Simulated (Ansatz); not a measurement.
ZrN (Fm-3m): quasi-harmonic thermal expansion

Method: PBEsol, PAW on Ansatz 0.2.0's default frozen-core files (fitted under PBE), scalar-relativistic.

The cell comes from a PAW relaxation under the same functional.

Launched as:

```sh
ansatz run input.yaml --threads 2 --pin off --max-ram 5120MiB --backend cpu --events-out ev --progress --plain --runs-dir out
```

input.yaml:

```yaml
crystal:
  lattice:
    - [0.0, 2.27609245267, 2.27609245267]
    - [2.27609245267, 0.0, 2.27609245267]
    - [2.27609245267, 2.27609245267, 0.0]
  atoms:
    - { symbol: Zr, position: [0.5, 0.5, 0.5] }
    - { symbol: "N", position: [0.0, 0.0, 0.0] }
kpoints:
  mp_grid: { grid: [12, 12, 12] }
scf:
  occupations: { method: fermi_dirac, width: 0.1 }
hamiltonian:
  xc: pbesol
  pseudopotentials: { kind: paw }
phonons:
  qmesh: [4, 4, 4]
  thermal_expansion: {}
  temperatures: { t_min: 0, t_max: 500, t_step: 50 }
```

The program printed:

```
Warning: RAYON_NUM_THREADS=2 ignored (pool sized by the plan → 2); use --threads N
The last accepted step is kept in <dir> (removed where the run ends without a failure and the disk answers)
Engine: ansatz 0.2.0, aarch64-unknown-linux-gnu
Pseudopotentials: kind: paw
Pseudopotential: Zr, paw, valence charge 12, recommended cutoff 420 eV (normal), Zr.paw.azcp
Pseudopotential: N, paw, valence charge 5, recommended cutoff 420 eV (normal), N.paw.azcp
Functional definition: PBEsol
  exchange = pbesol_x
  correlation = pbesol_c
Crystal: 2 atoms, lattice volume = 23.583 Å³
Basis set: ecut = 487.2 eV, 561 PW (Γ), exchange–correlation on 48×48×48 points (8 copies of the dense FFT grid, shifted against one another)
Bands: 13, of which v1, the nominal top of the filled ones, is band 9 counted from 1 (8 counted from 0)
Symmetry: 48 space group operations
Space group: Fm-3m (ITA 225), of the structure as read, at distance tolerance 2.9e-5 Å
k-points: 72 of 1728
Non-local potential: Zr, projectors of the file, l = 0: 3, l = 1: 2, l = 2: 2, l = 3: 2
Non-local potential: N, projectors of the file, l = 0: 2, l = 1: 2, l = 2: 1
[... 96 lines left out ...]
   250.00    3.22728    3.22728    3.22728    23.7682 |    5.93    5.93    5.93   17.79 |   18.72 |    36.774    36.480 |   259.58   261.67
   298.15    3.22825    3.22825    3.22825    23.7897 |    6.53    6.53    6.53   19.58 |       - |    40.238    39.816 |   258.05   260.78
   300.00    3.22829    3.22829    3.22829    23.7905 |    6.55    6.55    6.55   19.64 |   19.61 |    40.350    39.923 |   257.99   260.75
   350.00    3.22939    3.22939    3.22939    23.8147 |    7.00    7.00    7.00   21.00 |   20.34 |    42.920    42.352 |   256.32   259.76
   400.00    3.23055    3.23055    3.23055    23.8404 |    7.35    7.35    7.35   22.05 |   20.95 |    44.820    44.109 |   254.61   258.72
   450.00    3.23176    3.23176    3.23176    23.8672 |    7.63    7.63    7.63   22.89 |   21.47 |    46.272    45.415 |   252.86   257.64
   500.00    3.23301    3.23301    3.23301    23.8950 |    7.86    7.86    7.86   23.58 |   21.94 |    47.416    46.412 |   251.09   256.53
  the static fit leaves 0.001 meV an atom of the energies and, of the stresses, 0.000 GPa of each cell's largest along a strain (root mean squares over the cells), whose Pulay part it has at -0.020 GPa
  vibrations' free energy: its fit passes through its cells
  the electrons' free energy at temperature is in it; its fit leaves 0.0000 meV an atom at the most
  free energies summed between the sampled wave vectors
  estimated error of the fitted expansion in any direction: up to 0.008e-6/K, at 500 K, with few degrees of freedom (an estimate, not a bound: it was exceeded on models of known expansion)
  by sums over the sampled wave vectors an expansion of the volume parts by up to 0.13e-6/K
  by a static energy of one degree less an expansion of the volume parts by up to 0.01e-6/K
```

The run converged.

Head of thermal_expansion.tsv:

```
# thermal expansion in the quasi-harmonic approximation; lengths in Å, angles in degrees, expansions in K^-1, heat capacities and entropies in eV/K of the cell, energies in eV of the cell
# pressure_gpa: 0
# no lower state was reached at cell 4
# cell 1, search: [[0.0, 2.27609245267, 2.27609245267], [2.27609245267, 0.0, 2.27609245267], [2.27609245267, 2.27609245267, 0.0]] Å
# cell 2, search: [[0.0, 2.29430119229136, 2.29430119229136], [2.29430119229136, 0.0, 2.29430119229136], [2.29430119229136, 2.29430119229136, 0.0]] Å
# cell 3, search: [[0.0, 2.2580282268551586, 2.2580282268551586], [2.2580282268551586, 0.0, 2.2580282268551586], [2.2580282268551586, 2.2580282268551586, 0.0]] Å
# cell 4, equilibrium: [[0.0, 2.276275751698955, 2.276275751698955], [2.276275751698955, 0.0, 2.276275751698955], [2.276275751698955, 2.276275751698955, 0.0]] Å
# cell 5, direction_probe: [[0.0, 2.28765713045745, 2.28765713045745], [2.28765713045745, 0.0, 2.28765713045745], [2.28765713045745, 2.28765713045745, 0.0]] Å
# cell 6, path: [[0.0, 2.2815799980801588, 2.2815799980801588], [2.2815799980801588, 0.0, 2.2815799980801588], [2.2815799980801588, 2.2815799980801588, 0.0]] Å
# cell 7, path: [[0.0, 2.2922255999889645, 2.2922255999889645], [2.2922255999889645, 0.0, 2.2922255999889645], [2.2922255999889645, 2.2922255999889645, 0.0]] Å
# cell 8, static_along: [[0.0, 2.253682583796396, 2.253682583796396], [2.253682583796396, 0.0, 2.253682583796396], [2.253682583796396, 2.253682583796396, 0.0]] Å
# cell 9, static_along: [[0.0, 2.264950996715378, 2.264950996715378], [2.264950996715378, 0.0, 2.264950996715378], [2.264950996715378, 2.264950996715378, 0.0]] Å
# cell 10, static_along: [[0.0, 2.3002423854964005, 2.3002423854964005], [2.3002423854964005, 0.0, 2.3002423854964005], [2.3002423854964005, 2.3002423854964005, 0.0]] Å
# free energies summed between the sampled wave vectors
# fit_thermal_expansion_error: an estimate, not a bound: it was exceeded on models of known expansion
# T[K]	a	b	c	alpha	beta	gamma	volume	a_expansion	b_expansion	c_expansion	volumetric_expansion	alpha_rate[deg/K]	beta_rate[deg/K]	gamma_rate[deg/K]	mean_volumetric_expansion	C_P	C_V	entropy	helmholtz_free_energy	gibbs_fre
```

Thermal expansion:

Quasi-harmonic lattice of a crystal by Kohn-Sham DFT: finite-displacement phonons on strained cells about the given cell, electrons' free energy included in metals.

```tsv
temperature (K)	volume expansion coefficient (×10⁻⁶/K)	volume over given cell less one (%)	heat capacity constant pressure (k_B/atom)	isothermal bulk modulus (GPa)	grueneisen parameter
50	1.988	0.5606	0.2519	264	1.789
100	7.397	0.5846	0.9369	263.4	1.789
150	11.78	0.6332	1.485	262.4	1.796
200	15.25	0.7017	1.907	261.1	1.805
250	17.79	0.7852	2.211	259.6	1.812
300	19.64	0.8798	2.427	258	1.818
350	21	0.9826	2.581	256.3	1.823
400	22.05	1.091	2.695	254.6	1.828
450	22.89	1.205	2.783	252.9	1.832
500	23.58	1.323	2.851	251.1	1.836
```

Caveats: frozen-core PAW files fitted under PBE, their cores solved anew for the functional of the run; responses of metals move with mesh and smearing; expansion moves with the q mesh.

Time and hardware: 54 min on 2 threads of Arm Neoverse V1, on a shared host, peak memory 1.4 GiB.
